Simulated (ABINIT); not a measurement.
# Quasiparticle gap of AlN (F-43m) in ABINIT, part 2 of 3

Wanted: ground state, empty states, screening and self-energy for AlN (F-43m).

ABINIT 10.8.3; PBE and many-body steps on it, plane waves. Known limits of the many-body steps: not at the basis limit.

So far. Step 2 (Ground state): The gap is indirect, with the least direct gap 0.87 eV higher.

### 3. Bands along the symmetry lines

Level of this step: DFT, PBE, plane waves, norm-conserving pseudopotentials (ABINIT).

The cheap functional maps the bands first; the places of the edges decide which points the dearer methods must see.

run.abi reads:

```
acell 3*1.0 Angstrom
rprim 
  -0.000000000000 2.183993559600 2.183993559600
  2.183993559600 -0.000000000000 2.183993559600
  2.183993559600 2.183993559600 -0.000000000000
ntypat 2
znucl 13 7
natom 2
typat 1 2
xred 
  0.000000000000 0.000000000000 0.000000000000
  0.750000000000 0.750000000000 0.750000000000
pp_dirpath "pseudos"
pseudos "Al.upf, N.upf"
ecut 36
iscf -2
irdden 1
kptopt 0
nkpt 50
kpt 
  0.00000000 0.00000000 0.00000000
  -0.06250000 -0.06250000 0.00000000
  -0.12500000 -0.12500000 0.00000000
  -0.18750000 -0.18750000 0.00000000
  -0.25000000 -0.25000000 0.00000000
  -0.31250000 -0.31250000 0.00000000
  -0.37500000 -0.37500000 0.00000000
  -0.43750000 -0.43750000 0.00000000
  -0.50000000 -0.50000000 0.00000000
  -0.48437500 -0.48437500 0.03125000
  -0.46875000 -0.46875000 0.06250000
  -0.45312500 -0.45312500 0.09375000
  -0.43750000 -0.43750000 0.12500000
  -0.42187500 -0.42187500 0.15625000
  -0.40625000 -0.40625000 0.18750000
  -0.39062500 -0.39062500 0.21875000
  -0.37500000 -0.37500000 0.25000000
  -0.37500000 0.00000000 0.37500000
  -0.32812500 0.00000000 0.32812500
  -0.28125000 0.00000000 0.28125000
  -0.23437500 0.00000000 0.23437500
  -0.18750000 0.00000000 0.18750000
  -0.14062500 0.00000000 0.14062500
  -0.09375000 0.00000000 0.09375000
  -0.04687500 0.00000000 0.04687500
  0.00000000 0.00000000 0.00000000
  0.00000000 0.00000000 0.06250000
  0.00000000 0.00000000 0.12500000
  0.00000000 0.00000000 0.18750000
  0.00000000 0.00000000 0.25000000
  0.00000000 0.00000000 0.31250000
  0.00000000 0.00000000 0.37500000
  0.00000000 0.00000000 0.43750000
  0.00000000 0.00000000 0.50000000
  -0.06250000 -0.03125000 0.46875000
  -0.12500000 -0.06250000 0.43750000
  -0.18750000 -0.09375000 0.40625000
  -0.25000000 -0.12500000 0.37500000
  -0.31250000 -0.15625000 0.34375000
  -0.37500000 -0.18750000 0.31250000
  -0.43750000 -0.21875000 0.28125000
  -0.50000000 -0.25000000 0.25000000
  -0.50000000 -0.28125000 0.21875000
  -0.50000000 -0.31250000 0.18750000
  -0.50000000 -0.34375000 0.15625000
  -0.50000000 -0.37500000 0.12500000
  -0.50000000 -0.40625000 0.09375000
  -0.50000000 -0.43750000 0.06250000
  -0.50000000 -0.46875000 0.03125000
  -0.50000000 -0.50000000 0.00000000
istwfk *1
nband 11
nbdbuf 2
tolwfr 1e-08
nstep 40
prtwf 0
prtvol 0
indata_prefix "in"
outdata_prefix "out"
tmpdata_prefix "tmp"
```

On the command line:

```sh
OMP_NUM_THREADS=1 mpirun -n 4 abinit run.abi > log
```

Numbers of over 12 decimals in the logs are rounded to 6 here.

The log of the run:

```text
.Version 10.8.3 of ABINIT. v10.8.2 released Aug 2026.

 Symmetries : space group F-4 3 m (#216); Bravais cF (face-center cubic)
[... echo of the input left out ...]
== DATASET  1 ==================================================================
-   mpi_nproc: 4, omp_nthreads: 1 (-1 if OMP is not activated)

--- !DatasetInfo
iteration_state: {dtset: 1, }
dimensions: {natom: 2, nkpt: 50, mband: 11, nsppol: 1, nspinor: 1, nspden: 1, mpw: 1475, }
cutoff_energies: {ecut:  36.0, pawecutdg:  -1.0, }
electrons: {nelect:   8.00000000E+00, charge:   0.00000000E+00, occopt:   1.00000000E+00, tsmear:   1.00000000E-02, }

 Real(R)+Recip(G) space primitive vectors, cartesian coordinates (Bohr,Bohr^-1):
 R(1)=  0.0000000  4.1271497  4.1271497  G(1)= -0.1211490  0.1211490  0.1211490
 R(2)=  4.1271497  0.0000000  4.1271497  G(2)=  0.1211490 -0.1211490  0.1211490
 R(3)=  4.1271497  4.1271497  0.0000000  G(3)=  0.1211490  0.1211490 -0.1211490
 Unit cell volume ucvol=  1.4059849E+02 bohr^3
 Angles (23,13,12)=  6.00000000E+01  6.00000000E+01  6.00000000E+01 degrees

 getcut: wavevector=  0.0000  0.0000  0.0000  ngfft=  32  32  32
         ecut(hartree)=     36.000   => boxcut(ratio)=   2.02987

--- Pseudopotential description ------------------------------------------------
- Al Generated using ONCVPSP code by D. R. Hamann
- 13.00000   3.00000  171031                  znucl, zion, pspdat
12 -101130 2 -1 1876                          pspcod,pspxc,lmax,lloc,mmax
     nproj     2     2     2
  pspatm : epsatm=    4.08140545
         --- l  ekb(1:nproj) -->
             0    5.126667    0.728291
             1    7.287548    0.832437
             2   -2.770497   -0.637722
 pspatm: atomic psp has been read  and splines computed

- N Generated using ONCVPSP code by D. R. Hamann
-  7.00000   5.00000  171031                  znucl, zion, pspdat
12 -101130 1 -1 1058                          pspcod,pspxc,lmax,lloc,mmax
     nproj     2     2     0
  pspatm : epsatm=    5.20977870
         --- l  ekb(1:nproj) -->
[...]
pspatm: atomic psp has been read  and splines computed

--------------------------------------------------------------------------------

================================================================================
 prteigrs : about to open file out_EIG
 Non-SCF case, kpt    1 (  0.00000  0.00000  0.00000), residuals and eigenvalues=
  9.71E-10  2.77E-09  4.29E-09  7.32E-09  6.57E-10  1.48E-09  2.28E-09  8.19E-09
[...]
-3.6046E-01  1.8958E-01  1.8958E-01  1.8958E-01  3.4363E-01  6.5223E-01
  6.5223E-01  6.5223E-01  8.4170E-01  8.4170E-01  8.9101E-01
 Non-SCF case, kpt    2 ( -0.06250 -0.06250  0.00000), residuals and eigenvalues=
  1.61E-09  4.70E-09  3.30E-09  4.21E-09  2.01E-09  3.11E-09  1.76E-09  3.04E-09
[...]
-3.5763E-01  1.7673E-01  1.8652E-01  1.8652E-01  3.5768E-01  6.4259E-01
[...]
5.51E-09  4.84E-09  2.51E-09  3.94E-09  1.53E-09  4.56E-09  1.74E-09  7.44E-09
[...]
-3.4934E-01  1.4803E-01  1.7814E-01  1.7814E-01  3.8760E-01  6.1896E-01
  6.6769E-01  6.6769E-01  6.9898E-01  8.5904E-01  9.2688E-01
[...]
Non-SCF case, kpt   49 ( -0.50000 -0.46875  0.03125), residuals and eigenvalues=
[...]
-2.6170E-01  1.0381E-02  1.2267E-01  1.2270E-01  3.1521E-01  5.1016E-01
  6.9990E-01  7.6114E-01  7.6755E-01  1.0562E+00  1.0588E+00
 Non-SCF case, kpt   50 ( -0.50000 -0.50000  0.00000), residuals and eigenvalues=
[...]
-2.6178E-01  9.5895E-03  1.2433E-01  1.2433E-01  3.1176E-01  5.0752E-01
  7.0112E-01  7.6645E-01  7.6645E-01  1.0537E+00  1.0698E+00

--- !ResultsGS
iteration_state: {dtset: 1, }
comment   : Summary of ground state results
lattice_vectors:
- [ -0.0000000,   4.1271497,   4.1271497, ]
- [  4.1271497,  -0.0000000,   4.1271497, ]
- [  4.1271497,   4.1271497,  -0.0000000, ]
lattice_lengths: [   5.83667,    5.83667,    5.83667, ]
lattice_angles: [ 60.000,  60.000,  60.000, ] # degrees, (23, 13, 12)
lattice_volume:   1.4059849E+02
convergence: {deltae:  0.000E+00, res2:  0.000E+00, residm:  9.997E-09, diffor:  0.000E+00, }
etotal    :  -1.27923967E+01
entropy   :   0.00000000E+00
fermie    :   1.89575042E-01
cartesian_stress_tensor: null
pressure_GPa: null
xred      :
- [  0.0000E+00,   0.0000E+00,   0.0000E+00, Al]
- [  7.5000E-01,   7.5000E-01,   7.5000E-01,  N]
cartesian_forces: null
force_length_stats: {min: null, max: null, mean: null, }

 Integrated electronic density in atomic spheres:
 ------------------------------------------------
 Atom  Sphere_radius  Integrated_density
[...]
================================================================================

 ----iterations are completed or convergence reached----

 Mean square residual over all n,k,spin=   46.700E-10; max=  99.965E-10
 reduced coordinates (array xred) for    2 atoms
[...]
cartesian coordinates (angstrom) at end:
    1      0.000000     0.000000     0.000000
    2      3.275990     3.275990     3.275990
 length scales=  1.889726125908  1.889726125908  1.889726125908 bohr
              =  1.000000000000  1.000000000000  1.000000000000 angstroms
 prteigrs : about to open file out_EIG
 Eigenvalues (hartree) for nkpt=  50  k points:
 kpt#   1, nband= 11, wtk=  1.00000, kpt=  0.0000  0.0000  0.0000 (reduced coord)
[...]
kpt#   2, nband= 11, wtk=  1.00000, kpt= -0.0625 -0.0625  0.0000 (reduced coord)
[...]
kpt#   3, nband= 11, wtk=  1.00000, kpt= -0.1250 -0.1250  0.0000 (reduced coord)
[...]
kpt#  49, nband= 11, wtk=  1.00000, kpt= -0.5000 -0.4687  0.0313 (reduced coord)
  -0.26170    0.01038    0.12267    0.12270    0.31521    0.51016    0.69990    0.76114
   0.76755    1.05617    1.05884
 kpt#  50, nband= 11, wtk=  1.00000, kpt= -0.5000 -0.5000  0.0000 (reduced coord)
  -0.26178    0.00959    0.12433    0.12433    0.31176    0.50752    0.70112    0.76645
   0.76645    1.05374    1.06976

== END DATASET(S) ==============================================================
================================================================================

 -outvars: echo values of variables after computation  --------
            nband          11
             nkpt          50
          spgroup         216
 [... the other variables as echoed above ...]

 Calculation completed.
```

Elapsed: 3.8 s, on 4 MPI ranks of Intel Xeon Platinum 8375C at 2.90GHz (Ice Lake), shared host; peak memory 0.27 GiB; 15 s of CPU time.

Numbers from this step:

* gap: 3.325 eV
* k of the valence top: 0, 0, 0
* k of the conduction bottom: -0.5, -0.5, 0
* least direct gap: 4.192 eV

The gap is 3.325 eV, as in the run before at this level.

Electronic bands along the path, in eV, zero at the top of the highest filled band; v1 is the highest filled band, c1 the lowest empty one:

```
    point      v4     v3     v2     v1    c1     c2     c3     c4
        Γ  -14.97   0.00   0.00   0.00  4.19  12.59  12.59  12.59
  halfway  -13.84  -2.88  -0.98  -0.98  5.96  10.29  11.51  14.02
        X  -12.28  -4.90  -1.78  -1.78  3.32   8.65  13.92  15.70
  halfway  -12.27  -4.73  -2.47  -1.67  3.96   9.19  13.67  15.23
        U  -12.30  -4.25  -3.63  -1.37  5.17  10.12  13.05  14.17
jump to K  -12.30  -4.25  -3.63  -1.37  5.17  10.12  13.05  14.17
  halfway  -13.74  -3.54  -1.50  -0.20  7.34  10.30  11.41  12.58
        Γ  -14.97   0.00   0.00   0.00  4.19  12.59  12.59  12.59
  halfway  -14.12  -3.26  -0.26  -0.26  6.45  10.98  12.35  12.35
        L  -12.92  -5.86  -0.48  -0.48  7.39   9.85  11.17  11.17
  halfway  -12.60  -5.14  -2.22  -1.12  7.11   9.26  12.17  12.69
        W  -12.23  -3.77  -3.44  -2.70  6.05  11.45  11.98  12.16
  halfway  -12.25  -4.56  -2.40  -2.29  4.57   9.69  13.40  13.89
        X  -12.28  -4.90  -1.78  -1.78  3.32   8.65  13.92  15.70
```

The electronic bands as a text plot (rows in eV, shown from -8.0 to 9.3 only):

```
    9.0 |         ++++++      ++                    +++       +++
    8.2 |                     ++                    +
    7.5 |                   ++  +              +++++ +
    6.8 |                        ++         +++       ++
    6.1 |    +++           +               +            ++++
    5.4 |  ++   ++        +        ++    ++                 +
    4.6 | +              +           +  +                    +
    3.9 |+        +++  ++             ++                      ++
    3.2 |            ++                                         +
    2.5 |
    1.7 |
    1.0 |
    0.3 |*                         ******
   -0.4 | ****              **********  *************
   -1.1 |  ** ****       ***    *****    **         ****
   -1.9 |    *    *******                  *         ** *     ***
   -2.6 |     **       **     ** **                    * *****
   -3.3 |       **       *****  *           *           *****
   -4.0 |         *      ***  **             **         *****
   -4.8 |          ******   **                 *       *     ****
   -5.5 |                                       * *****
   -6.2 |                                        *
   -6.9 |
   -7.6 |
         Γ           X  U|K            Γ         L        W     X
```

### 4. Empty states on the mesh, 6×6×6 mesh, 107 bands

The sums over transitions need many empty states on a uniform mesh; this step solves for them.

run.abi reads:

```
acell 3*1.0 Angstrom
rprim 
  -0.000000000000 2.183993559600 2.183993559600
  2.183993559600 -0.000000000000 2.183993559600
  2.183993559600 2.183993559600 -0.000000000000
ntypat 2
znucl 13 7
natom 2
typat 1 2
xred 
  0.000000000000 0.000000000000 0.000000000000
  0.750000000000 0.750000000000 0.750000000000
pp_dirpath "pseudos"
pseudos "Al.upf, N.upf"
ecut 36
ngkpt 6 6 6
nshiftk 1
shiftk 0 0 0
kptopt 1
chksymbreak 0
irdden 1
istwfk *1
nband 107
prtvol 0
optdriver 6
gwr_task "HDIAGO"
paral_kgb 0
occopt 1
indata_prefix "in"
outdata_prefix "out"
tmpdata_prefix "tmp"
```

The log of the run:

```text
[banner, memory and clock lines left out]
.Version 10.8.3 of ABINIT. v10.8.2 released Aug 2026.

 Symmetries : space group F-4 3 m (#216); Bravais cF (face-center cubic)
[... echo of the input left out ...]
== DATASET  1 ==================================================================
-   mpi_nproc: 4, omp_nthreads: 1 (-1 if OMP is not activated)

--- !DatasetInfo
iteration_state: {dtset: 1, }
dimensions: {natom: 2, nkpt: 16, mband: 107, nsppol: 1, nspinor: 1, nspden: 1, mpw: 1464, }
cutoff_energies: {ecut:  36.0, pawecutdg:  -1.0, }
electrons: {nelect:   8.00000000E+00, charge:   0.00000000E+00, occopt:   1.00000000E+00, tsmear:   1.00000000E-02, }

.Using double precision arithmetic; gwpc =  8

- Reading GS density from: in_DEN

--- Pseudopotential description ------------------------------------------------
- Al Generated using ONCVPSP code by D. R. Hamann
- 13.00000   3.00000  171031                  znucl, zion, pspdat
12 -101130 2 -1 1876                          pspcod,pspxc,lmax,lloc,mmax
     nproj     2     2     2
  pspatm : epsatm=    4.08140545
         --- l  ekb(1:nproj) -->
             0    5.126667    0.728291
             1    7.287548    0.832437
             2   -2.770497   -0.637722
 pspatm: atomic psp has been read  and splines computed

- N Generated using ONCVPSP code by D. R. Hamann
-  7.00000   5.00000  171031                  znucl, zion, pspdat
12 -101130 1 -1 1058                          pspcod,pspxc,lmax,lloc,mmax
     nproj     2     2     0
  pspatm : epsatm=    5.20977870
         --- l  ekb(1:nproj) -->
             0    7.494509    0.636305
             1   -4.293905   -1.006988
 pspatm: atomic psp has been read  and splines computed

   7.43294732E+01                                ecore*ucvol(ha*bohr**3)

 Total charge density [el/Bohr^3]
)     Maximum=    5.3984E-01  at reduced coord.    0.7813    0.7813    0.8125
)     Minimum=    1.3366E-03  at reduced coord.    0.0000    0.0000    0.0000
   Integrated=    8.0000E+00

 === KS gaps after direct diagonalization ===
 Indirect band gap semiconductor
 Fundamental gap:     3.325 (eV)
   VBM:     5.159 (eV) at k: [ 0.0000E+00,  0.0000E+00,  0.0000E+00]
   CBM:     8.483 (eV) at k: [ 5.0000E-01,  5.0000E-01,  0.0000E+00]
 Direct gap:         4.192 (eV) at k: [ 0.0000E+00,  0.0000E+00,  0.0000E+00]

== END DATASET(S) ==============================================================

 -outvars: echo values of variables after computation  --------
           etotal      0.0000000000E+00
            nband         107
             nkpt          16
          spgroup         216
 [... the other variables as echoed above ...]

 Calculation completed.
```

Run time: 9.4 s. Hardware: 4 MPI ranks; peak memory 0.71 GiB; 37 s of CPU time.

Numbers from this step:

| Item | Value |
| --- | --- |
| gap | 3.325 eV |
| k of the valence top | 0, 0, 0 |
| k of the conduction bottom | 0.5, 0.5, 0 |
| least direct gap | 4.192 eV |
| k points computed | 16 |
| lowest point of the top converged band, above the valence top | 142.0660 eV |

On this mesh the gap is 3.325 eV.

### 5. Screening, 6×6×6 mesh, 99 bands, screening to 217.7 eV

The RPA dielectric matrix is built and inverted for each q.

This step: RPA screening on PBE, plane waves, norm-conserving pseudopotentials.

Changes to run.abi since step 4:

```diff
@@ -20,10 +20,11 @@
 chksymbreak 0
-irdden 1
 istwfk *1
-nband 107
-prtvol 0
-optdriver 6
-gwr_task "HDIAGO"
-paral_kgb 0
 occopt 1
+irdwfk 1
+optdriver 3
+nband 99
+ecuteps 8
+inclvkb 2
+awtr 1
+symchi 1
 indata_prefix "in"
```

The log of the run:

```text
.Version 10.8.3 of ABINIT. v10.8.2 released Aug 2026.

 Symmetries : space group F-4 3 m (#216); Bravais cF (face-center cubic)
[... echo of the input left out ...]
== DATASET  1 ==================================================================
-   mpi_nproc: 4, omp_nthreads: 1 (-1 if OMP is not activated)

--- !DatasetInfo
iteration_state: {dtset: 1, }
dimensions: {natom: 2, nkpt: 16, mband: 99, nsppol: 1, nspinor: 1, nspden: 1, mpw: 1464, }
cutoff_energies: {ecut:  36.0, pawecutdg:  -1.0, }
electrons: {nelect:   8.00000000E+00, charge:   0.00000000E+00, occopt:   1.00000000E+00, tsmear:   1.00000000E-02, }

 SCREENING: Calculation of the susceptibility and dielectric matrices

 Based on a program developped by R.W. Godby, V. Olevano, G. Onida, and L. Reining.
 Incorporated in ABINIT by V. Olevano, G.-M. Rignanese, and M. Torrent.
.Using double precision arithmetic ; gwpc =  8

[... cell and pseudopotentials left out ...]
--------------------------------------------------------------------------------

 ==== K-mesh for the wavefunctions ====
 Number of points in the irreducible wedge :    16
[... list of points left out ...]
 Together with 24 symmetry operations and time-reversal symmetry
 yields   216 points in the full Brillouin Zone.

 ==== Q-mesh for the screening function ====
 Number of points in the irreducible wedge :    16
[... list of points left out ...]
 Together with 24 symmetry operations and time-reversal symmetry
 yields   216 points in the full Brillouin Zone.

 setmesh: FFT mesh size selected  =    24x   24x   24
          total number of points  =        13824

 vcoul_init : cutoff-mode = AUXILIARY_FUNCTION
 q-points for optical limit:   1
     1)      0.000010    0.000020    0.000030

- screening: taking advantage of time-reversal symmetry
- Maximum band index for partially occupied states nbvw = 4
- Remaining bands to be divided among processors   nbcw = 95
- Number of bands treated by each node ~23

 Number of electrons calculated from density =    8.0000; Expected =    8.0000
 average of density, n =  0.056900
 r_s =    1.6129
 omega_plasma =   23.0097 [eV]

 calculating chi0 at frequencies [eV] :
  1    0.000000E+00    0.000000E+00
  2    0.000000E+00    2.300966E+01

--------------------------------------------------------------------------------
  q-point number  1        q = ( 0.000000, 0.000000, 0.000000) [r.l.u.]
--------------------------------------------------------------------------------
[... chi0 elements left out ...]
 For q-point:  0.000010 0.000020 0.000030
  dielectric constant =   4.3481
  dielectric constant without local fields =   4.7911

  Average fulfillment of the sum rule on Im[epsilon] for q-point    1 :     88.65  [%]
[... wings left out ...]
  q-point number  2        q = ( 0.166667, 0.000000, 0.000000) [r.l.u.]
--------------------------------------------------------------------------------
[... chi0 elements left out ...]
  Average fulfillment of the sum rule on Im[epsilon] for q-point    2 :     95.61  [%]

 [... 14 further q-points ...]
```

Elapsed: 40 s, on 4 MPI ranks; peak memory 0.77 GiB.

This step gave:

- ε∞ with local fields, on this mesh, along the program's q direction: 4.348
- the same without local fields: 4.791
- plasma frequency: 23.01 eV
- plane waves in the screening matrix: 169

Local fields lower ε∞ by 9 %.

(Part 2 of 3 ends here.)

[Paths, hosts, dates, memory and timing lines, banners, echoed tables and standing remarks are left out of the program output.]

[Logs are printed without paths, hosts, clocks, repeated set-up lines and the standing remarks that a program may print on its own settings, such as how far it seeks lower states.]

[Runs of the session that timed out or met a known fault of the program may be left out.]

[Hosts, paths, dates, database ids (printed as entryN), source tags and the programs' standing remarks are cut or masked in the printed files.]

[G0W0 gaps are taken among the corrected bands and points alone; a level outside them can change the order at an edge.]

[Where Ansatz stands beside ABINIT at settings called matched, ABINIT's density can come from a denser mesh and the files from another edition; pairs whose starting gaps differed by over 0.03 eV were left out, so agreement reads better than it is.]
